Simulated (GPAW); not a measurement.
Input of a GPAW 26.7.0 run:

The input run.py:

```python
import numpy as np
from ase import Atoms
from ase.dft.bandgap import bandgap
from ase.io import write
from gpaw import GPAW, PW

atoms = Atoms(['Cu', 'Cu', 'Cu', 'Cu', 'Cu'],
              cell=[[2.5340966698, 0, 0.0],
                    [-1.2670483349, 2.1945920917, 0.0],
                    [0.0, 0.0, 23.225142]],
              scaled_positions=[[0.33333333, 0.66666666, 0.322925905],
                                [0.66666667, 0.33333334, 0.4114629525],
                                [0.33333333, 0.66666666, 0.5],
                                [0.66666667, 0.33333334, 0.5885370475],
                                [0.33333333, 0.66666666, 0.677074095]],
              pbc=True)
atoms.pbc = (True, True, False)

calc = GPAW(mode=PW(450),
            xc={'name': 'C09-vdW', 'backend': 'libvdwxc'},
            kpts={'size': (12, 12, 1), 'gamma': True},
            occupations={'name': 'fermi-dirac', 'width': 0.05},
            nbands=51,
            convergence={'density': 1e-05, 'energy': 1e-05},
            maxiter=150,
            poissonsolver={'dipolelayer': 'xy'},
            txt='gpaw.txt')
atoms.calc = calc
energy = atoms.get_potential_energy()
forces = atoms.get_forces()
calc.write('gs.gpw')
write('result.traj', atoms)
print(f'Energy: {energy:.6f} eV')
print('Forces (eV/A):')
print(forces.round(4))
print('Fermi level:', round(calc.get_fermi_level(), 4), 'eV')
print(f'Gap: {bandgap(calc)[0]:.4f} eV, direct: {bandgap(calc, direct=True)[0]:.4f} eV')

v = calc.get_electrostatic_potential().mean(axis=(0, 1))
z = np.arange(len(v)) * atoms.cell[2, 2] / len(v)
ef = calc.get_fermi_level()
np.savetxt('planar.dat', np.c_[z, v], fmt='%.4f')
below, above = np.interp([1.5, atoms.cell[2, 2] - 1.5], z, v) - ef
print(f'Work functions: bottom {below:.4f} eV, top {above:.4f} eV')
print('Dipole moment:', *calc.get_dipole_moment().round(5), 'e A')
```

Potentials or basis: GPAW PAW data sets (gpaw-data 1.2.1), pw.

The run is started by

```sh
$ OMP_NUM_THREADS=1 python run.py
```

Q: Predict the dipole across the slab.

A: 0.00 e·Å.

Q: Estimate the work function of the lower face.

A: 4.94 eV.

Q: What does it give for the band gap on the k mesh?

A: None (metal or under the smearing width).

Forces on the atoms (eV/Å):
```
Cu   0.000  0.000 -0.201
Cu   0.000  0.000  0.003
Cu   0.000  0.000  0.000
Cu   0.000  0.000 -0.003
Cu   0.000  0.000  0.201
```

Caveat: the PAW data sets were made with another functional, which shifts forces and pressure a little.
